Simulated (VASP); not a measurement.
A run of VASP 6.6.1 is set up as follows.

Contents of INCAR:

```
SYSTEM = Sn
PREC = Accurate
ENCUT = 600
EDIFF = 1E-6
ISMEAR = 1
SIGMA = 0.1
LREAL = .False.
LASPH = .True.
NELM = 120
ALGO = Normal
ISIF = 3
LWAVE = .False.
LCHARG = .False.
GGA = PE
IBRION = 2
NSW = 80
EDIFFG = -0.005
KPAR = 2
```

Contents of KPOINTS:

```
Automatic mesh
0
Gamma
  15 15 15
  0 0 0
```

POSCAR

```
Sn                                      
1.0
   -2.9807629214      2.9807629214      1.5972929186
    2.9807629214     -2.9807629214      1.5972929186
    2.9807629214      2.9807629214     -1.5972929186
  Sn            
     2
Direct
     0.7500000000000000    0.2500000000000000    0.5000000000000000
     0.0000000000000000    0.0000000000000000    0.0000000000000000
```

Potentials or basis: VASP PAW PBE potentials, release 64 (Sn_d).

The run is started by

```sh
$ cat potpaw_PBE.64/Sn_d/POTCAR > POTCAR
$ mpirun -np 2 vasp_std > vasp.out
```

(1) Estimate the band gap on the k mesh.

Answers

(1) none (metal or under the smearing width).

Caveat: the relaxation stopped at its first step, so nothing moved.
